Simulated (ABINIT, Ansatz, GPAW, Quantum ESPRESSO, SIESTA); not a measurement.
One calculation of V, 6 ways

```
V
1.0
    -1.51435    1.51435    1.51435
     1.51435   -1.51435    1.51435
     1.51435    1.51435   -1.51435
V
1
Direct
  0.00000 0.00000 0.00000
```

Alike in all runs: task band structure; functional PBE; k mesh 12 × 12 × 12; occupations fermi-dirac, width 0.05 eV; collinear spin, ferromagnetic start; no spin-orbit coupling. Pressure is positive in compression and, in plane waves, holds the error of the finite cutoff, which Ansatz's Pulay term estimates and takes out.

| program and potentials | plane-wave cutoff (eV) | notes | pressure (GPa) | net moment per atom (μB) |
| --- | --- | --- | --- | --- |
| SIESTA, files PseudoDojo sr-pbe-0.4.1-standard, DZP (energy shift 0.003 Ry; two zetas on semicore shells) | - | atomic basis | -5.08 | 0.00 |
| Ansatz, all-electron LAPW, scalar-relativistic | - | - | -5.42 | 0.00 |
| ABINIT, JTH PAW PBE v2.0 | 408 | - | -4.87 | 0.00 |
| Ansatz, PseudoDojo stringent (PBE files) | 1143 | Pulay term of +0.02 GPa included | -5.32 | 0.00 |
| GPAW, GPAW PAW data sets (gpaw-data 1.2.1) | 600 | - | -4.30 | 0.00 |
| Quantum ESPRESSO, PseudoDojo 0.4.1 SR PBE standard | 1143 | - | -5.23 | 0.00 |

The pressure spans -5.42 (Ansatz, all-electron LAPW, scalar-relativistic) to -4.30 GPa (GPAW, GPAW PAW data sets (gpaw-data 1.2.1)), with all-electron results at -5.42. All agree on the net moment per atom. The state is the one that the start led to, which needn't be the lowest. Rows in atomic bases carry the error of their basis and grid, which can be large.

Differences between rows come from potentials, basis sets and numerical settings, since the functional is the same but for its coding. Runs on potential files found faulty are left out.
